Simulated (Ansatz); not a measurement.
Take ZnTe in the zinc blende structure (space group F-43m, No. 216; a = 6.115 Å) as the base.

Structures relaxed with plane-wave PAW DFT at the r2SCAN level (Ansatz, a program for electronic structure, 500 eV), spin-orbit coupling left out, earlier PAW set.

Base:

Simulated powder pattern, Co Kα, λ = 1.79026 Å (kinematic, ideal powder, no thermal factors, no anomalous dispersion; the 10 strongest lines at most, above 2 %, up to 2θ = 90°):

| 2θ (°) | I/Imax (%) | hkl |
|---|---|---|
| 29.38 | 100 | (111) |
| 34.05 | 6.6 | (200) |
| 48.92 | 70 | (220) |
| 58.09 | 45 | (311) |
| 71.69 | 11 | (400) |
| 79.30 | 19 | (331) |
| 81.79 | 2.5 | (420) |

Now apply this change: an isotropic linear strain of −2.09 %; the atoms relax in the strained cell.

After the change:

Simulated powder pattern, Co Kα, λ = 1.79026 Å (kinematic, ideal powder, no thermal factors, no anomalous dispersion; the 10 strongest lines at most, above 2 %, up to 2θ = 90°):

| 2θ (°) | I/Imax (%) | hkl |
|---|---|---|
| 30.02 | 100 | (111) |
| 34.80 | 6.6 | (200) |
| 50.03 | 69 | (220) |
| 59.46 | 44 | (311) |
| 73.46 | 11 | (400) |
| 81.34 | 18 | (331) |
| 83.93 | 2.5 | (420) |

The indices refer to the base's conventional cell; one index is shown for lines that coincide.

Whether these cells are dynamically stable was not tested.
